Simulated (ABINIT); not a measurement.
Crystal: Ge.

```
CELL_PARAMETERS angstrom
1.39715 -2.60052 0.00000
1.39715 2.60052 0.00000
0.00000 0.00000 2.69823
ATOMIC_POSITIONS crystal
Ge 0.50000 0.50000 0.00000
```

This isn't the form of Ge at room conditions, which is diamond.

Base run:

| Item | Value |
| --- | --- |
| Program | ABINIT 10.8.3 (patched build) |
| Functional | LDA |
| Potentials or basis | PseudoDojo NC SR LDA v0.4 stringent |
| Cutoff | 1524 eV |
| k mesh | 8 × 8 × 8 |
| Occupations | fermi-dirac, width 0.05 eV |
| Spin | no spin polarisation |

Its results: band gap on the k mesh none (metal or under the smearing width); pressure -7.5 GPa.

Question: The run is repeated on the same cell with these changes: functional from LDA to PBEsol; potentials or basis from PseudoDojo NC SR LDA v0.4 stringent to PseudoDojo NC SR PBEsol v0.4.1 standard; cutoff from 1524 eV to 1061 eV; valence electrons from 22 to 14. What comes out?

Answer: Band gap on the k mesh none (metal or under the smearing width); pressure -4.4 GPa.
